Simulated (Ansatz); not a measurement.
**CdTe: how the settings move a single-point run**

Question: which choices in the input matter for CdTe? The cell is built on a prototype (CsCl type) and needn't be the phase found in nature.

Computed with Ansatz 0.2.0 (reference: DFT, HSE06, plane waves, PAW, unless a step's input says otherwise).

7 further runs of the same task are left out: 7 that didn't finish.

**1. The structure to begin with**

It takes space group Pm-3m (No. 221, cubic). The conventional cell has a = 3.761 Å, b = 3.761 Å, c = 3.761 Å, α = 90.00°, β = 90.00°, γ = 90.00°. Cd (site symmetry m-3m) has 8 Te at 3.26 Å as nearest neighbours. Te (site symmetry m-3m) is surrounded by 8 Cd at 3.26 Å.

Coordinates:

```cif
data_structure
_symmetry_space_group_name_H-M 'Pm-3m'
_symmetry_Int_Tables_number 221
_cell_length_a 3.7611
_cell_length_b 3.7611
_cell_length_c 3.7611
_cell_angle_alpha 90.000
_cell_angle_beta 90.000
_cell_angle_gamma 90.000
_cell_volume 53.20
loop_
_atom_site_label
_atom_site_type_symbol
_atom_site_symmetry_multiplicity
_atom_site_Wyckoff_symbol
_atom_site_fract_x
_atom_site_fract_y
_atom_site_fract_z
_atom_site_occupancy
Cd1 Cd 1 a 0.00000 0.00000 0.00000 1
Te1 Te 1 b 0.50000 0.50000 0.50000 1
```

**2. The reference run**

The input, input.yaml:

```yaml
crystal:
  lattice:
    - [3.761075369, 0.0, 0.0]
    - [0.0, 3.761075369, 0.0]
    - [0.0, 0.0, 3.761075369]
  atoms:
    - { symbol: Cd, position: [0.0, 0.0, 0.0] }
    - { symbol: Te, position: [0.5, 0.5, 0.5] }
kpoints:
  mp_grid: { grid: [4, 4, 4] }
hamiltonian:
  xc: hse06
scf:
  occupations: { method: fermi_dirac, width: 0.02 }
  n_extra_bands: 4
output:
  forces: true
  stress: true
  eigenvalues: true
```

The run is started by

```bash
> ansatz run input.yaml --threads 4 --pin off --max-ram 3686MiB --backend cpu --events-out ev --progress --plain --runs-dir out
```

**3. Changing settings: ecutfock_ratio 4**

input.yaml: that of step 2 with these lines changed.

```diff
@@ -15,2 +15,3 @@
   n_extra_bands: 4
+  exx: { ecutfock_ratio: 4 }
 output:
```

**4. Changing settings: exchange pbe, correlation pbe, coeff 0.05, omega 0.5**

input.yaml: that of step 2 with these lines changed.

```diff
@@ -11,3 +11,3 @@
 hamiltonian:
-  xc: hse06
+  xc: { exchange: pbe, correlation: pbe, exx: { coeff: 0.05, omega: 0.5 } }
 scf:
```

**5. Variant: exchange pbe, correlation pbe, coeff 0.5, omega 0.1**

input.yaml: that of step 2 with these lines changed.

```diff
@@ -11,3 +11,3 @@
 hamiltonian:
-  xc: hse06
+  xc: { exchange: pbe, correlation: pbe, exx: { coeff: 0.5, omega: 0.1 } }
 scf:
```

Before running it: what results should come out? Wanted: for each run, ending; energy change; pressure; gap; force.

As calculated:

```
                                                    run     ending   energy change  pressure (GPa)  gap (eV)  force (eV/Å)  cycles   time
                                              reference  converged               -             1.0      0.00          0.00      19    5 s
                                    1: ecutfock_ratio 4  converged               -             1.0      0.00          0.00      19    5 s
2: exchange pbe, correlation pbe, coeff 0.05, omega 0.5  converged  not comparable             1.5      0.00          0.00      17  4.6 s
 3: exchange pbe, correlation pbe, coeff 0.5, omega 0.1  converged  not comparable            -0.5      0.00          0.00      30  5.9 s
```

Residual by cycle in the longest SCF loop of each run; runs are numbered as in the table. The quantity is the density residual dr2, in eV.

```
cycle  reference    run 1    run 2    run 3
    1      0.014    0.014    0.013   0.0156
    2    0.00531  0.00531  0.00526  0.00536
    3     9.5e-5   9.5e-5   4.7e-5   2.0e-4
    4     9.5e-6   9.5e-6   1.2e-5   5.8e-6
    5     1.0e-6   1.0e-6   2.1e-6   6.4e-7
    6     6.2e-8   6.2e-8   2.4e-7   4.1e-8
    7     2.0e-8   2.0e-8   9.0e-9   2.1e-9
    8     1.4e-9   1.4e-9  4.6e-10  6.9e-11
    9    1.5e-11  1.5e-11        -        -
```

What this shows: The totals of these runs aren't set against each other here.
